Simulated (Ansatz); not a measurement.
# Si₂W (I4/mmm), a film clamped to a substrate

Theory: Ansatz 0.2.0, DFT PBEsol, scalar-relativistic, plane waves, PAW. Cutoff 420 eV, Γ-centred 20×20×20 k-points, Gaussian smearing of 0.15 eV. Spin–orbit coupling is left out, which matters for the heavy elements here. No spin polarisation. Energies are free energies at this smearing, counted from the undisturbed cell; pressure is positive in compression.

Reference structure (relaxed at this level):

```
Si W
1.0
    -1.60125    1.60125    3.90787
     1.60125   -1.60125    3.90787
     1.60125    1.60125   -3.90787
Si W
2 1
Direct
  0.33450 0.33450 0.00000
  0.66550 0.66550 0.00000
  0.00000 0.00000 0.00000
```

The cell (3 atoms, V0 = 40.08 Å³) is strained by p along both x and y and by q along z, fractional coordinates fixed. τp = (1/V0) ∂E/∂p = (σxx + σyy)(1 + p)(1 + q) and τq = (1/V0) ∂E/∂q = σzz(1 + p)², with tension positive.

| p | q | ΔE (meV/atom) | τp (GPa) | τq (GPa) |
| --- | --- | --- | --- | --- |
| 0.000 | 0.000 | 0.00 | -0.02 | -0.01 |
| -0.025 | 0.000 | 31.94 | -31.64 | -5.79 |
| 0.025 | 0.000 | 27.87 | 25.85 | 4.61 |
| 0.000 | -0.025 | 15.84 | -5.34 | -15.76 |
| 0.000 | 0.025 | 13.57 | 5.00 | 12.51 |

Q: Get the second derivatives of the energy density.

A: Central differences give A = ∂τp/∂p = 1150 GPa (C11 + C22 + 2 C12), C = ∂τq/∂q = 565 GPa (C33) and the cross term B = ∂τq/∂p = 208 GPa (C13 + C23); ∂τp/∂q = 207 GPa must equal B, and any difference shows higher-order terms. The ions are clamped.

Q: A film of this crystal grows with z along the normal on a substrate that imposes p. How does its thickness respond, and what does the misfit cost?

A: Count p and q from the stress-free cell. A free surface needs τq = 0, so q = −(B/C) p = -0.37 p. The energy density left is (A − B²/C) p²/2 = M p², with the biaxial modulus M = 537 GPa; a misfit of 1 % costs 4.47 meV/atom, against 4.79 meV/atom if the thickness were held.

At p = -0.050 the energies along q are 262.1 (q = -0.050), 180.2 (q = -0.025), 136.4 (q = 0.000), 123.2 (q = 0.025), 134.3 (q = 0.050) meV/atom.

Q: Does the linear rule hold at this misfit?

A: A parabola through the lowest point and its neighbours has its minimum at q = 0.026, 123.1 meV/atom. With the stress left in the starting cell, τp0 and τq0, linear elasticity gives q = −(τq0 + Bp)/C = 0.018 and E = V0(τp0 p + τq0 q + Ap²/2 + Bpq + Cq²/2)/N = 111.9 meV/atom. The energies differ by more than a tenth, so the quadratic law fails here: the gap holds the anharmonic part, with some error from the wide steps. Cubic terms also shift the vertex of so wide a parabola.

Forces appear on the atoms along this scan, and letting them relax would lower the energy and soften the response. In a metal these slopes depend on the k mesh and the smearing.

Cost: 25 runs of about 4.3 core-minutes in all, on AMD EPYC 9R45 (Zen 5) (shared hosts).

The film resists misfit mainly through its in-plane stiffness, and letting the thickness adjust recovers little energy: 4.47 against 4.79 meV/atom at 1 % misfit. The modest thickness response, q = -0.37 p, fits directional bonding. Hybridised W d and Si p states, together with Si–Si contacts, resist changes in bond angle as well as length, so in-plane strain is only weakly passed on to the normal. This bonding picture is inferred from the elastic response, not from a computed electronic structure.

In both single-strain pairs compression costs more than equal extension, 31.94 against 27.87 meV/atom in the plane and 15.84 against 13.57 along z. This is the usual asymmetry of a bonding potential, in which short-range repulsion steepens faster than attraction fades. It also explains why the harmonic law underestimates the cost of the strongly compressed film. A film under equally large tension would therefore probably cost less than that law predicts. Whether a strained film would stay coherent, or give way to dislocations or the competing hexagonal disilicide, remains open.
